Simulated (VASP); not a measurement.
# Al (Fm-3m) in VASP: a series of runs, part 2 of 2

VASP 6.6.1.

**4. Single point, r2SCAN**

File INCAR:

```
  PREC = Accurate
  ENCUT = 520
  EDIFF = 1E-6
  ISMEAR = 0
  SIGMA = 0.1
  LREAL = F
  LASPH = T
  NELM = 80
  ALGO = Normal
  ISIF = 2
  LWAVE = F
  LCHARG = F
  METAGGA = R2SCAN
  LMIXTAU = T
```

File KPOINTS:

```
regular mesh
0
Gamma
  18 18 18
```

File POSCAR:

```
Al
1.0
    0.0000000000      2.0080400000      2.0080400000
    2.0080400000      0.0000000000      2.0080400000
    2.0080400000      2.0080400000      0.0000000000
Al
1
Direct
    0.0000000000      0.0000000000      0.0000000000
```

Potentials or basis: VASP PAW PBE potentials, release 64 (Al).

On the command line:

```console
> cat potpaw_PBE.64/Al/POTCAR > POTCAR
> mpirun -np 1 vasp_std > vasp.out
```

OUTCAR:

```text
PREC = Accurate
   ENCUT = 520
   EDIFF = 1E-6
   ISMEAR = 0
   LREAL = F
   LASPH = T
   NELM = 80
   ISIF = 2
   METAGGA = R2SCAN

 ion  position               nearest neighbor table
   1  0.000  0.000  0.000-

  LATTYP: Found a face centered cubic cell.
 ALAT       =     4.0160800000

  Lattice vectors:

 A1 = (   0.0000000000,   2.0080400000,   2.0080400000)
 A2 = (   2.0080400000,   0.0000000000,   2.0080400000)
 A3 = (   2.0080400000,   2.0080400000,   0.0000000000)

Analysis of symmetry for initial positions (statically):
=====================================================================
 Subroutine PRICEL returns:
 Original cell was already a primitive cell.

 Routine SETGRP: Setting up the symmetry group for a
 face centered cubic supercell.

 Subroutine GETGRP returns: Found 48 space group operations
 (whereof 48 operations were pure point group operations)
 out of a pool of 48 trial point group operations.

The static configuration has the point symmetry O_h .

Analysis of symmetry for dynamics (positions and initial velocities):
=====================================================================
 Subroutine PRICEL returns:
 Original cell was already a primitive cell.

 Routine SETGRP: Setting up the symmetry group for a
 face centered cubic supercell.

 Subroutine GETGRP returns: Found 48 space group operations
 (whereof 48 operations were pure point group operations)
 out of a pool of 48 trial point group operations.

The dynamic configuration has the point symmetry O_h .

 Subroutine INISYM returns: Found 48 space group operations
 (whereof 48 operations are pure point group operations),
 and found     1 'primitive' translations

----------------------------------------------------------------------------------------

                                     Primitive cell

  volume of cell :      16.1937

  direct lattice vectors                    reciprocal lattice vectors
     0.000000000  2.008040000  2.008040000    -0.248999024  0.248999024  0.248999024
     2.008040000  0.000000000  2.008040000     0.248999024 -0.248999024  0.248999024
     2.008040000  2.008040000  0.000000000     0.248999024  0.248999024 -0.248999024

  length of vectors
     2.839797402  2.839797402  2.839797402     0.431278960  0.431278960  0.431278960

  position of ions in fractional coordinates (direct lattice)
     0.000000000  0.000000000  0.000000000

  ion indices of the primitive-cell ions
   primitive index   ion index
                 1           1

----------------------------------------------------------------------------------------

 KPOINTS: regular mesh

Automatic generation of k-mesh.
 Grid dimensions read from file:
 generate k-points for:   18   18   18

 Generating k-lattice:

  Cartesian coordinates                     Fractional coordinates (reciprocal lattice)
    -0.013833279  0.013833279  0.013833279     0.055555556  0.000000000  0.000000000
     0.013833279 -0.013833279  0.013833279     0.000000000  0.055555556  0.000000000
     0.013833279  0.013833279 -0.013833279     0.000000000  0.000000000  0.055555556

  Length of vectors
     0.023959942  0.023959942  0.023959942

  Shift w.r.t. Gamma in fractional coordinates (k-lattice)
     0.000000000  0.000000000  0.000000000

 Subroutine IBZKPT returns following result:
 ===========================================

 Found    195 irreducible k-points:

 Following reciprocal coordinates:
            Coordinates               Weight
  0.000000  0.000000  0.000000      1.000000
  0.055556  0.000000  0.000000      8.000000
  0.111111  0.000000  0.000000      8.000000
  0.166667  0.000000  0.000000      8.000000
  0.222222  0.000000  0.000000      8.000000
  0.277778  0.000000  0.000000      8.000000
[... 16 lines left out ...]
 -0.277778  0.055556  0.000000     24.000000
 -0.222222  0.055556  0.000000     24.000000
 [... further k-points ...]
   k-points           NKPTS =    195   k-points in BZ     NKDIM =    195   number of bands    NBANDS=      5
   number of dos      NEDOS =    301   number of ions     NIONS =      1
   total plane-waves  NPLWV =  13824
   dimension x,y,z NGX =    24 NGY =   24 NGZ =   24
   dimension x,y,z NGXF=    48 NGYF=   48 NGZF=   48
   ions per type =               1
   NGX,Y,Z   is equivalent  to a cutoff of  14.05, 14.05, 14.05 a.u.
   NGXF,Y,Z  is equivalent  to a cutoff of  28.10, 28.10, 28.10 a.u.
 SYSTEM =  unknown system
   PREC   = accura    normal or accurate (medium, high low for compatibility)
   ISTART =      0    job   : 0-new  1-cont  2-samecut
   ICHARG =      2    charge: 1-file 2-atom 10-const
   ISPIN  =      1    spin polarized calculation?
   LNONCOLLINEAR =      F non collinear calculations
   LSORBIT =      F    spin-orbit coupling
   LASPH  =      T    aspherical Exc in radial PAW
   ENCUT  =  520.0 eV  38.22 Ry    6.18 a.u.   5.28  5.28  5.28*2*pi/ulx,y,z
   NELM   =     80;   NELMIN=  2; NELMDL= -5     # of ELM steps
   EDIFF  = 0.1E-05   stopping-criterion for ELM
   LREAL  =      F    real-space projection
   EDIFFG = 0.1E-04   stopping-criterion for IOM
   NSW    =      0    number of steps for IOM
   IBRION =     -1    ionic relax: 0-MD 1-quasi-New 2-CG
   NFREE  =      0    steps in history (QN), initial steepest desc. (CG)
   ISIF   =      2    stress and relaxation
   ISYM   =      2    0-nonsym 1-usesym 2-fastsym
   POTIM  = 0.5000    time-step for ionic-motion
   TEBEG  =    0.0;   TEEND  =   0.0 temperature during run
   PSTRESS=    0.0 pullay stress
   NELECT =       3.0000    total number of electrons
   NUPDOWN=      -1.0000    fix difference up-down
   EMIN   =  10.00;   EMAX   =-10.00  energy-range for DOS
   EFERMI =   0.00;   METHOD = LEGACY
   ISMEAR =     0;   SIGMA  =   0.10  broadening in eV -4-tet -1-fermi 0-gaus
   EFERMI_NEDOS =   21; number of points for ismear=-14 and -15
   IALGO  =     38    algorithm
   IMIX   =      4    mixing-type and parameters
     AMIX     =   0.40;   BMIX     =  1.00
     AMIX_MAG =   1.60;   BMIX_MAG =  1.00
  volume/ion in A,a.u.               =      16.19       109.28
  Fermi-wavevector in a.u.,A,eV,Ry     =   0.933253  1.763593 11.850155  0.870962
  Thomas-Fermi vector in A             =   2.059936
   LORBIT       =      0    0 simple, 1 ext, 2 COOP (PROOUT), +10 PAW based schemes
   METAGGA = R2SCAN    functional components
   LHFCALC =     F    Hartree Fock is set to
   AEXX    =    0.0000 exact exchange contribution
   IVDW    =     0    specifies the selected vdW correction
   LEPSILON=     F    determine dielectric tensor
   LRPA    =     F    only Hartree local field effects (RPA)
 non-spin polarized calculation
 Gauss-broadening in eV      SIGMA  =   0.10
  energy-cutoff  :      520.00
  volume of cell :       16.19
 maximum number of plane-waves:       448
 NGX is ok and might be reduce to    24
   NGX = 11   NGY = 11   NGZ = 11

 number of electron       3.0000000 magnetization

 Free energy of the ion-electron system (eV)
  ---------------------------------------------------
  ext. energy  EPLUGINS =         0.00000000
  ---------------------------------------------------
  free energy    TOTEN  =        -6.73487965 eV

  energy without entropy =       -6.73222229  energy(sigma->0) =       -6.73355097

 E-fermi :   8.2157     XC(G=0): -10.9758

 val. band max:        8.2097348215   @ k =  -0.2222   0.3889   0.1667
 cond. band min:       8.2233794780   @ k =  -0.3333   0.3889   0.0556
 fundamental gap:      0.0136446565
 Fermi energy:         8.2156700104

 k-point     1 :       0.0000    0.0000    0.0000
  band No.  band energies     occupation
      1      -3.7580      2.00000
      2      21.6417      0.00000
      3      21.6417      0.00000
      4      21.6417      0.00000
      5      23.6939      0.00000

 k-point     2 :       0.0556    0.0000    0.0000
  band No.  band energies     occupation
      1      -3.6677      2.00000
      2      20.1038      0.00000
      3      21.3727      0.00000
      4      21.3727      0.00000
      5      24.1066      0.00000
[... 169 lines left out ...]
 k-point    24 :      -0.2222    0.0556    0.0000
  band No.  band energies     occupation
      1      -1.9926      2.00000
      2      12.3401      0.00000
      3      18.2394      0.00000
      4      21.2903      0.00000
      5      23.1881      0.00000

 [... further k-points ...]

------------------------ aborting loop because EDIFF is reached ----------------------------------------

  FORCE on cell =-STRESS in cart. coord.  units (eV):
  Direction    XX          YY          ZZ          XY          YZ          ZX
  --------------------------------------------------------------------------------------
  -------------------------------------------------------------------------------------
  Total       -0.1925393     -0.1925393     -0.1925393     -0.0000000      0.0000000     -0.0000000
  in kB      -19.0494678    -19.0494678    -19.0494678     -0.0000000      0.0000000     -0.0000000
  external PRESSURE =     -19.0494678 kB  Pullay stress =       0.0000000 kB

 VOLUME and BASIS-vectors are now :
 -----------------------------------------------------------------------------
  energy-cutoff  :      520.00
  volume of cell :       16.19
      direct lattice vectors                 reciprocal lattice vectors
     0.000000000  2.008040000  2.008040000    -0.248999024  0.248999024  0.248999024
     2.008040000  0.000000000  2.008040000     0.248999024 -0.248999024  0.248999024
     2.008040000  2.008040000  0.000000000     0.248999024  0.248999024 -0.248999024

 POSITION                                       TOTAL-FORCE (eV/Angst)
 -----------------------------------------------------------------------------------
      0.00000      0.00000      0.00000        -0.000000      0.000000      0.000000
 -----------------------------------------------------------------------------------
    total drift:                               -0.000000      0.000000     -0.000000

  FREE ENERGIE OF THE ION-ELECTRON SYSTEM (eV)
  ---------------------------------------------------
  free  energy   TOTEN  =        -6.7348796460 eV

  energy  without entropy=       -6.7322222851  energy(sigma->0) =       -6.73355097
```

It took 26 s on 1 thread of Intel Xeon 6975P-C (Granite Rapids), shared host; peak memory 0.14 GiB.

Results:

- Free energy: -6.7349 eV
- Pressure: -1.9 GPa
- Band gap on the k mesh: none (metal or under the smearing width)

Levels at points of the mesh, in eV from the Fermi level:
```
           k point  band 1  band 2  band 3  band 4
(0.00, 0.00, 0.00)  -11.97   13.43   13.43   13.43
(0.50, 0.00, 0.00)   -5.08   -4.56   12.17   12.17
(0.50, 0.50, 0.00)   -3.21   -1.66    5.47    6.09
```

Caveat: the PAW data sets were made with another functional, which shifts forces and pressure a little.

**5. Summary**

```tsv
level	cutoff (eV)	smearing	gap on the mesh (eV)	pressure (GPa)
PBEsol	520	gaussian 0.5 eV	none	0.2
PBEsol	900	gaussian 0.1 eV	none	0.0
r2SCAN	520	gaussian 0.1 eV	none	-1.9
```

Alike in all rows: task single point; potentials or basis VASP PAW PBE potentials, release 64 (Al); no spin polarisation; cell as given; k mesh 18 × 18 × 18.

Every run on the cell as given and a fine mesh finds a metal. The pressure there spans -1.9 GPa (r2SCAN) to 0.2 GPa (PBEsol); a positive pressure means that this level wants a larger cell, a negative one a smaller.

Caveats: the PAW data sets were made with another functional, which shifts forces and pressure a little.

Total energies depend on the potentials used, so only differences within one code and one set of settings carry meaning.
